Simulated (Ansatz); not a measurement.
CoSi (Pm-3m); field of 500 T on the spins.

```
Co Si
1.0
     2.78133    0.00000    0.00000
     0.00000    2.78133    0.00000
     0.00000    0.00000    2.78133
Co Si
1 1
Cartesian
  0.0000 0.0000 0.0000
  1.3907 1.3907 1.3907
```

The source of the geometry is a structure from the Materials Project; atoms and cell stay fixed.

Settings: PBE, 14×14×14 k mesh, Fermi–Dirac smearing of 0.03 eV. PAW means Ansatz 0.2.0 on its default frozen-core files. Site moments are integrated in spheres about the atoms. Start moments (μB): Co1 0.6.

Iteration by iteration:

```csv
iteration,Harris–Foulkes energy less the last (meV),density residual (eV),M (μB),∫|m| (μB)
1,-433.485,2.8e+00,0.2924,0.3153
2,-148.219,3.6e-01,0.4560,0.4628
3,-32.287,1.2e-01,0.4503,0.4609
4,16.464,7.5e-03,0.5082,0.5178
5,13.592,3.1e-03,0.5406,0.5543
6,11.170,1.1e-03,0.5556,0.5714
7,8.354,3.4e-04,0.5746,0.5920
8,6.514,2.9e-04,0.5880,0.6071
9,4.948,3.9e-04,0.5962,0.6166
10,3.409,8.5e-04,0.6103,0.6320
11,0.526,1.0e-02,0.6152,0.6385
12,0.812,6.0e-04,0.6451,0.6712
13,0.608,4.0e-05,0.6523,0.6803
14,0.007,8.2e-06,0.6842,0.7180
15,-0.002,9.6e-07,0.6835,0.7174
16,0.000,9.2e-09,0.6834,0.7175
17,0.000,1.3e-09,0.6834,0.7175
18,0.000,1.2e-10,0.6834,0.7175
19,0.000,7.3e-12,0.6834,0.7175
```

Site moments (μB): Co1 0.68, Si2 0.01. Cell moment 0.68 μB.

The Ansatz runs typed with the search for lower states off end where their start leads. The magnetic state is the one that this cell and start allow. It needn't be the compound's measured order, which may need a larger cell or be absent.
